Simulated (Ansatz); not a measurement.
# How CoSi2 converges under other mixers and occupations

Aim: run CoSi2 with the default SCF settings, then change one group of settings at a time and see what moves: the number of iterations, the state or the numbers. CoSi2 is taken in the deposited crystal structure (space group Fm-3m), 3 atoms in the cell. Source: COD entry 9009010, which need not be the ambient phase.

The COD entry's cell or inner coordinates are ideal or old and differ from later refinements, so a difference from it is no clean test against experiment.

Program: Ansatz 0.2.0. Level of theory: DFT r2SCAN, PAW, plane waves, scalar-relativistic. These are calculated values, not measurements.

6 further runs of the same task are left out: 4 that didn't finish, 2 set aside as unsound or not needed.

## Step 1: The structure to begin with

It takes space group Fm-3m (No. 225, cubic). Conventional cell: a = 5.356 Å, b = 5.356 Å, c = 5.356 Å, α = 90.00°, β = 90.00°, γ = 90.00°. Co (site symmetry m-3m) is surrounded by 8 Si at 2.32 Å. Si (site symmetry -43m) is surrounded by 4 Co at 2.32 Å.

Structure file:

```cif
data_structure
_symmetry_space_group_name_H-M 'P 1'
_symmetry_Int_Tables_number 1
_cell_length_a 3.7873
_cell_length_b 3.7873
_cell_length_c 3.7873
_cell_angle_alpha 60.000
_cell_angle_beta 60.000
_cell_angle_gamma 60.000
_cell_volume 38.41
loop_
_atom_site_label
_atom_site_type_symbol
_atom_site_fract_x
_atom_site_fract_y
_atom_site_fract_z
_atom_site_occupancy
Co1 Co 0.00000 0.00000 0.00000 1
Si1 Si 0.25000 0.25000 0.25000 1
Si2 Si 0.75000 0.75000 0.75000 1
```

Labels such as Si3 number the atoms in the order of the input file.

After the default run come: cutoff 700 eV; Methfessel–Paxton smearing, width 0.3 eV; density-residual threshold 1e-2 eV; Anderson, β 0.02, history 4, no preconditioner; Broyden, β 0.3, history 8, no preconditioner; Broyden, β 0.3, preconditioner local Kerker.

The search for lower states is off throughout, and inputs that name a mixer don't switch to direct minimisation unless they say so. Spin is collinear, with starting moments Co1 3.00 μB. β is the mixing step of the charge; the magnetisation has a step of its own, which the program sets unless it is named.

## Step 2: Default SCF settings

Input file input.yaml:

```yaml
crystal:
  lattice:
    - [0.0, 2.678, 2.678]
    - [2.678, 0.0, 2.678]
    - [2.678, 2.678, 0.0]
  atoms:
    - { symbol: Co, position: [0.0, 0.0, 0.0], spin: 3.0 }
    - { symbol: Si, position: [0.25, 0.25, 0.25] }
    - { symbol: Si, position: [0.75, 0.75, 0.75] }
magnetization:
  spin_polarized: true
hamiltonian:
  xc: r2scan
  pseudopotentials: { kind: paw }
basis:
  ecutwfc: 500
kpoints:
  mp_grid: { grid: [8, 8, 8] }
scf:
  occupations: { method: fermi_dirac, width: 0.1 }
  lower_state_search: "off"
output:
  forces: true
  stress: true
```

The run is started by

```sh
> ansatz run input.yaml --threads 2 --pin off --max-ram 5120MiB --backend cpu --events-out ev --progress --plain --runs-dir out
```

What it wrote (excerpt; [...] marks lines left out):

```text
[...]
Pseudopotentials: kind: paw
Pseudopotential: Co, paw, valence charge 17, recommended cutoff 500 eV (meta_gga), Co.paw.azcp
Pseudopotential: Si, paw, valence charge 4, recommended cutoff 500 eV (meta_gga), Si.paw.azcp
Functional definition: r2SCAN
[...]
Crystal: 3 atoms, lattice volume = 38.412 Å³
Basis set: ecut = 500 eV, 941 PW (Γ), exchange–correlation on 120×120×120 points (64 copies of the dense FFT grid, shifted against one another)
Bands: 18, of which v1, the nominal top of the filled ones, is band 13 counted from 1 (12 counted from 0)
Symmetry: 48 space group operations
Space group: Fm-3m (ITA 225), of the structure as read, at distance tolerance 3.4e-5 Å
Magnetic group: BNS 225.116 (UNI 1618), of the structure as read, at distance tolerance 3.4e-5 Å
k-points: 29 of 512
[...]
Starting moments: Σ|m| = 3 μB on 1 of 3 sites
[...]
SCF iter   1: F=-6406.341837 eV  HF=-6410.021758 eV  |F-HF|=3.68e0  |Δ(HF+E_count)|=         —  Δρ=2.00e-1 (↑9.27e-2 ↓2.00e-1)  dr2=6.49e0  dr2_τ=1.20e-1  dr2_m=7.28e0  M=0.573 μB ∫|m|=1.172 μB  β_m=0.30  ethr=3.10e-3  ⟨swp⟩=5.9  Hψ=5666  notcnv=0
[...]
spin=Collinear: Kerker preconditioning applied to the charge; magnetization (m = ρ↑ − ρ↓) channel mixes plain (no charge-response kernel on spin).
[...]
spin-set hold released at iteration 2 (the charge has settled, or the pull on large starting moments outlasts its swing): the magnetisation degrees of freedom join the quasi-Newton model from the next iteration; the mixer history was flushed
[...]
SCF iter  20: F=-6410.895767 eV  HF=-6410.895767 eV  |F-HF|=1.58e-10  |Δ(HF+E_count)|=  1.20e-10  Δρ=5.31e-7 (↑5.16e-7 ↓5.31e-7)  dr2=1.84e-10  dr2_τ=2.57e-12  dr2_m=2.03e-11  M=0.000 μB ∫|m|=0.000 μB  ethr=2.73e-12  ⟨swp⟩=1.0  Hψ=2296  notcnv=0
WARN: the starting moments were not kept: the SCF closed with an absolute magnetisation of 6.6e-6 μB, where they sum to 3 μB in size (1 site). That is at most 0.1 of that sum. Measured as dr2_m measures the in/out step, that magnetisation stands 4.7e-12 eV from none, at or under the [...]
this state was not tested for a lower state beside it, because the mixer in use, unlike msr1, does not test its closes by its own steps (another_mixer; see scf.mixing.algorithm and scf.lower_state_search)
SCF converged after 20 iterations
Magnetization: 0.0000 μB (12.5000 up, 12.5000 down)
Absolute magnetization: 0.0000 μB (∫|ρ↑−ρ↓|, with the PAW one-centre terms)
Spin contamination: 0.0000 ħ² per cell (⟨S²⟩ above its minimum at these occupations)
Per-site moments (μB) at R_I (Å): [(1.0527743822728316e-6, 0.9566766129255746), (3.7559915049438983e-7, 0.9566766129255748), (3.755991505017575e-7, 0.9566766129255746)]
Free energy (F): -6410.895767 eV
[...]
E sigma→0 (E₀):  -6410.878909 eV
Entropy (-TS):   -0.033716 eV (-11.239 meV/atom)
Fermi energy:    12.761522 eV
[...]
--- Forces (eV/Å), atoms counted from 1 ---
  atom   1  Co    -0.00000000     0.00000000    -0.00000000
  atom   2  Si    -0.00000000     0.00000000    -0.00000000
  atom   3  Si    -0.00000000    -0.00000000     0.00000000
[...]
--- Stress (GPa, compression-positive) ---
       -4.275191      -0.000000      -0.000000
        0.000000      -4.275191       0.000000
       -0.000000      -0.000000      -4.275191
  P = ⅓ Tr σ = -4.2752 GPa (-42.752 kbar)
```

Wall time 7.6 s (2 threads of Arm Neoverse V1, shared host); peak memory 0.44 GiB.

With the default settings (Broyden mixing, preconditioner Kerker) the run converges in 20 iterations, non-magnetic, no gap on the k-mesh.

## Step 3: Cutoff 700 eV

Edit input.yaml of step 2 so:

```diff
@@ -15,3 +15,3 @@
 basis:
-  ecutwfc: 500
+  ecutwfc: 700
 kpoints:
```

The run is started by

```sh
> ansatz run input.yaml --threads 2 --pin off --max-ram 5120MiB --backend cpu --events-out ev --progress --plain --runs-dir out
```

What it wrote (excerpt; [...] marks lines left out):

```text
[... 11 lines as in an earlier run ...]
Basis set: ecut = 700 eV, 1639 PW (Γ), exchange–correlation on 144×144×144 points (64 copies of the dense FFT grid, shifted against one another)
[... 13 lines as in an earlier run ...]
Starting moments: Σ|m| = 3 μB on 1 of 3 sites
[... 2 lines as in an earlier run ...]
SCF iter   1: F=-6406.343318 eV  HF=-6410.024840 eV  |F-HF|=3.68e0  |Δ(HF+E_count)|=         —  Δρ=2.00e-1 (↑9.28e-2 ↓2.00e-1)  dr2=6.48e0  dr2_τ=1.21e-1  dr2_m=7.28e0  M=0.573 μB ∫|m|=1.172 μB  β_m=0.30  ethr=3.10e-3  ⟨swp⟩=5.9  Hψ=5681  notcnv=0
[...]
[... 1 line as in an earlier run ...]
[...]
[... 1 line as in an earlier run ...]
[...]
SCF iter  20: F=-6410.898287 eV  HF=-6410.898287 eV  |F-HF|=1.95e-10  |Δ(HF+E_count)|=  6.37e-10  Δρ=6.15e-7 (↑6.15e-7 ↓5.74e-7)  dr2=2.54e-10  dr2_τ=4.33e-12  dr2_m=1.23e-11  M=0.000 μB ∫|m|=0.000 μB  ethr=2.46e-11  ⟨swp⟩=2.0  Hψ=2719  notcnv=0
WARN: the starting moments were not kept: the SCF closed with an absolute magnetisation of 5.4e-6 μB, where they sum to 3 μB in size (1 site). That is at most 0.1 of that sum. Measured as dr2_m measures the in/out step, that magnetisation stands 5.1e-12 eV from none, at or under the [...]
[... 1 line as in an earlier run ...]
SCF converged after 20 iterations
Magnetization: 0.0000 μB (12.5000 up, 12.5000 down)
Absolute magnetization: 0.0000 μB (∫|ρ↑−ρ↓|, with the PAW one-centre terms)
Spin contamination: 0.0000 ħ² per cell (⟨S²⟩ above its minimum at these occupations)
Per-site moments (μB) at R_I (Å): [(-5.422368702650941e-7, 0.9566766129255746), (4.898988820140033e-7, 0.9566766129255748), (4.898988819548539e-7, 0.9566766129255746)]
Free energy (F): -6410.898287 eV
[...]
E sigma→0 (E₀):  -6410.881429 eV
Entropy (-TS):   -0.033717 eV (-11.239 meV/atom)
Fermi energy:    12.761036 eV
[...]
--- Forces (eV/Å), atoms counted from 1 ---
  atom   1  Co    -0.00000000     0.00000000    -0.00000000
  atom   2  Si     0.00000000     0.00000000    -0.00000000
  atom   3  Si     0.00000000    -0.00000000    -0.00000000
[...]
--- Stress (GPa, compression-positive) ---
       -4.276860      -0.000000       0.000000
        0.000000      -4.276860       0.000000
        0.000000      -0.000000      -4.276860
  P = ⅓ Tr σ = -4.2769 GPa (-42.769 kbar)
```

Run time: 14 s. Hardware: 2 threads of Arm Neoverse V1, shared host; peak memory 0.58 GiB.

The count stays at 20. Against the default run: free energy shifted by -0.8 meV/atom.

## Step 4: Methfessel–Paxton smearing, width 0.3 eV

Edit input.yaml of step 3 so:

```diff
@@ -15,3 +15,3 @@
 basis:
-  ecutwfc: 700
+  ecutwfc: 500
 kpoints:
@@ -19,4 +19,5 @@
 scf:
-  occupations: { method: fermi_dirac, width: 0.1 }
+  occupations: { method: methfessel_paxton, width: 0.3 }
   lower_state_search: "off"
+  max_iter: 100
 output:
```

The run is started by

```sh
> ansatz run input.yaml --threads 2 --pin off --max-ram 5120MiB --backend cpu --events-out ev --progress --plain --runs-dir out
```

What it wrote (excerpt; [...] marks lines left out):

```text
[... 25 lines as in an earlier run ...]
Starting moments: Σ|m| = 3 μB on 1 of 3 sites
[... 2 lines as in an earlier run ...]
SCF iter   1: F=—  HF=-6410.001804 eV  |F-HF|=—  |Δ(HF+E_count)|=         —  Δρ=2.00e-1 (↑9.28e-2 ↓2.00e-1)  dr2=6.51e0  dr2_τ=1.20e-1  dr2_m=7.30e0  M=0.578 μB ∫|m|=1.164 μB  β_m=0.30  ethr=3.10e-3  ⟨swp⟩=5.1  Hψ=5136  notcnv=0
[...]
[... 1 line as in an earlier run ...]
[...]
[... 1 line as in an earlier run ...]
[...]
SCF iter  19: F=-6410.877940 eV  HF=-6410.877940 eV  |F-HF|=1.15e-9  |Δ(HF+E_count)|=  9.09e-12  S|Δr|=    0.00e0  Δρ=1.87e-6 (↑1.87e-6 ↓1.71e-6)  dr2=3.12e-9  dr2_τ=2.95e-11  dr2_m=1.11e-11  M=0.000 μB ∫|m|=0.000 μB  ethr=2.34e-12  ⟨swp⟩=1.0  Hψ=2984  notcnv=0
WARN: the starting moments were not kept: the SCF closed with an absolute magnetisation of 8.0e-6 μB, where they sum to 3 μB in size (1 site). That is at most 0.1 of that sum. Measured as dr2_m measures the in/out step, that magnetisation stands 3.5e-11 eV from none, at or under the [...]
this state was not tested for a lower state beside it, because cold or Methfessel-Paxton smearing, or corrected tetrahedra, fill the levels in a way that the test cannot read (fill_not_monotonic; see scf.lower_state_search)
SCF converged after 19 iterations
Magnetization: 0.0000 μB (12.5000 up, 12.5000 down)
Absolute magnetization: 0.0000 μB (∫|ρ↑−ρ↓|, with the PAW one-centre terms)
Spin contamination: 0.0000 ħ² per cell (⟨S²⟩ above its minimum at these occupations)
Per-site moments (μB) at R_I (Å): [(-2.6558381887966697e-6, 0.9566766129255746), (6.850774943075819e-7, 0.9566766129255748), (6.850774942904933e-7, 0.9566766129255746)]
Free energy (F): -6410.877940 eV
[...]
E sigma→0 (E₀):  -6410.879002 eV
Entropy (-TS):   0.004244 eV (1.415 meV/atom)
Fermi energy:    12.735493 eV
[...]
--- Forces (eV/Å), atoms counted from 1 ---
  atom   1  Co    -0.00000000     0.00000000     0.00000000
  atom   2  Si    -0.00000000    -0.00000000    -0.00000000
  atom   3  Si     0.00000000    -0.00000000     0.00000000
[...]
--- Stress (GPa, compression-positive) ---
       -4.384650       0.000000       0.000000
        0.000000      -4.384650      -0.000000
        0.000000      -0.000000      -4.384650
  P = ⅓ Tr σ = -4.3846 GPa (-43.846 kbar)
```

Wall time 6.8 s (2 threads of Arm Neoverse V1, shared host); peak memory 0.44 GiB.

Compared with step 2: free energy shifted by +5.9 meV/atom, zero-width estimate unchanged, pressure -4.4 GPa against -4.3; 19 iterations in place of 20.

[end of part 1 of 2]
